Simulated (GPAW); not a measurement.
The system is AlN.

```
CELL_PARAMETERS angstrom
0.00000 2.18399 2.18399
2.18399 0.00000 2.18399
2.18399 2.18399 0.00000
ATOMIC_POSITIONS crystal
Al 0.00000 0.00000 0.00000
N 0.75000 0.75000 0.75000
```

Measurements of this composition are mostly on another form, of space group No. 186.

Program: GPAW 26.7.0. Alike in all runs: no spin polarisation; cell as given.

**Question.** Order these runs on this cell by their pressure, lowest first.
A. level RPBE; potentials or basis the program's PAW data sets (release 1.2.1) made for this functional, pw; k mesh 10 × 10 × 10; cutoff (eV) 800; smearing fermi-dirac 0.05 eV; band path GXWKGLUWLK,UX; band points 60
B. level PW91; potentials or basis PAW data sets generated in the run's folder for this functional, pw; k mesh 10 × 10 × 10; cutoff (eV) 800; smearing fermi-dirac 0.05 eV; band path GXWKGLUWLK,UX; band points 80
C. level LDA; potentials or basis PAW data sets generated in the run's folder for this functional, pw; k mesh 8 × 8 × 8; cutoff (eV) 650; smearing fermi-dirac 0.01 eV
D. level LDA; potentials or basis the program's PAW data sets (release 1.2.1) made for this functional, pw; k mesh 10 × 10 × 10; cutoff (eV) 800; smearing fermi-dirac 0.05 eV; band path GXWKGLUWLK,UX; band points 80

**Answer.** C (-6.5 GPa), D (-2.9 GPa), B (5.0 GPa), A (9.5 GPa).

Caveats: the cutoff is short for stress and forces, so pressures can be off by a GPa or more (some runs).

Not every run made on this cell is shown here.
